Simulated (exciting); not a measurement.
A run of exciting (release sodium) is set up as follows.

File input.xml:

```xml
<input>
  <title>CdTe</title>
  <structure speciespath="./" tshift="false" cartesian="true">
    <crystal scale="1.88972612463">
      <basevect>0.000000000000 3.071300128400 3.071300128400</basevect>
      <basevect>3.071300128400 0.000000000000 3.071300128400</basevect>
      <basevect>3.071300128400 3.071300128400 0.000000000000</basevect>
    </crystal>
    <species speciesfile="Te.xml" rmt="2.3">
      <atom coord="8.705874133806 8.705874133806 8.705874133806"/>
    </species>
    <species speciesfile="Cd.xml" rmt="2.3">
      <atom coord="0.000000000000 0.000000000000 0.000000000000"/>
    </species>
  </structure>
  <groundstate do="fromscratch" ngridk="7 7 7" rgkmax="9" gmaxvr="14" lmaxapw="10" lmaxmat="10" lmaxvr="9" stype="Fermi Dirac" swidth="0.00183747" nempty="10" ValenceRelativity="iora*" epsengy="1e-05" epspot="1e-05" maxscl="60" tforce="true" outputlevel="high">
    <libxc exchange="XC_GGA_X_PW86" correlation="XC_GGA_C_PBE"/>
  </groundstate>
  <properties>
    <chargedensityplot>
      <plot3d>
        <box grid="22 22 22">
          <origin coord="0 0 0"/>
          <point coord="1 0 0"/>
          <point coord="0 1 0"/>
          <point coord="0 0 1"/>
        </box>
      </plot3d>
    </chargedensityplot>
    <elfplot>
      <plot3d>
        <box grid="22 22 22">
          <origin coord="0 0 0"/>
          <point coord="1 0 0"/>
          <point coord="0 1 0"/>
          <point coord="0 0 1"/>
        </box>
      </plot3d>
    </elfplot>
    <exccplot>
      <plot3d>
        <box grid="22 22 22">
          <origin coord="0 0 0"/>
          <point coord="1 0 0"/>
          <point coord="0 1 0"/>
          <point coord="0 0 1"/>
        </box>
      </plot3d>
    </exccplot>
  </properties>
</input>
```

Potentials or basis: all-electron LAPW+lo, shipped species files, valence relativity iora*.

Run with:

```console
$ OMP_NUM_THREADS=1 exciting_smp
```

Problem. Predict the band gap on the k mesh.

Solution. 1.21 eV, direct.

Caveat: spin-orbit coupling is left out, which moves the levels of the heavy elements.
